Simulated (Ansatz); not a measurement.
Relaxation of a periodic cell of 21 atoms, H$_{2}$C$_{19}$ (surface graphene monolayer, adsorbate CH2), to a largest force component of 0.03 eV/Å in at most 60 steps.

Method: DFT PBEsol, scalar-relativistic, plane waves, PAW in Ansatz. Settings: cutoff 420 eV, k mesh 2x2x1, gaussian smearing 0.02 eV, no spin polarisation.

```xyz
21
Lattice="7.3980 0.0000 0.0000 -3.6990 6.4069 0.0000 0.0000 0.0000 12.0000" Properties=species:S:1:pos:R:3
C 0.000 0.000 1.000
C 1.233 0.712 1.000
C -1.233 2.136 1.000
C 0.000 2.847 1.000
C -2.466 4.271 1.000
C -1.233 4.983 1.000
C 2.466 0.000 1.000
C 3.699 0.712 1.000
C 1.233 2.136 1.000
C 2.466 2.847 1.000
C 0.000 4.271 1.000
C 1.233 4.983 1.000
C 4.932 0.000 1.000
C 6.165 0.712 1.000
C 3.699 2.136 1.000
C 4.932 2.847 1.000
C 2.466 4.271 1.000
C 3.699 4.983 1.000
C 4.932 0.475 2.490
H 2.466 0.949 1.560
H 4.039 0.365 3.290
```

Question: Where does it end, and by what steps?

Answer: The forces met the threshold. Limits of this set-up: coarse k mesh, slab without dipole correction. After 12 steps the energy has fallen by 5.207 eV; H20 moved furthest, 1.38 Å.

```tsv
step	energy less start (eV)	largest force component (eV/Å)	accepted
0	0.0000	4.448	yes
1	-1.2285	3.188	yes
2	-2.0387	1.654	yes
3	-2.6467	1.823	yes
4	-3.4161	1.897	yes
5	-4.1684	1.965	yes
6	-4.6716	1.530	yes
7	-5.0396	0.613	yes
8	-5.1692	0.526	yes
9	-5.1476	0.716	no
10	-5.2047	0.117	yes
11	-5.2061	0.042	yes
12	-5.2065	0.020	yes
```

```xyz
21
Lattice="7.3980 0.0000 0.0000 -3.6990 6.4069 0.0000 0.0000 0.0000 12.0000" Properties=species:S:1:pos:R:3
C 0.033 0.118 0.786
C 1.236 0.839 0.870
C -1.190 2.237 0.845
C 0.033 2.949 0.805
C -2.434 4.361 0.846
C -1.197 5.053 0.901
C 2.426 0.077 1.315
C 3.707 0.845 1.458
C 1.257 2.236 0.851
C 2.519 2.943 0.893
C 0.027 4.382 0.879
C 1.280 5.075 0.953
C 5.057 0.074 1.237
C 6.233 0.831 0.847
C 3.733 2.256 1.019
C 4.958 2.939 0.894
C 2.515 4.367 0.854
C 3.738 5.078 0.845
C 4.530 0.442 2.607
H 2.138 -0.104 2.389
H 4.130 -0.363 3.245
```

Time of the run: 82 s on 1 CPU thread of a shared host.
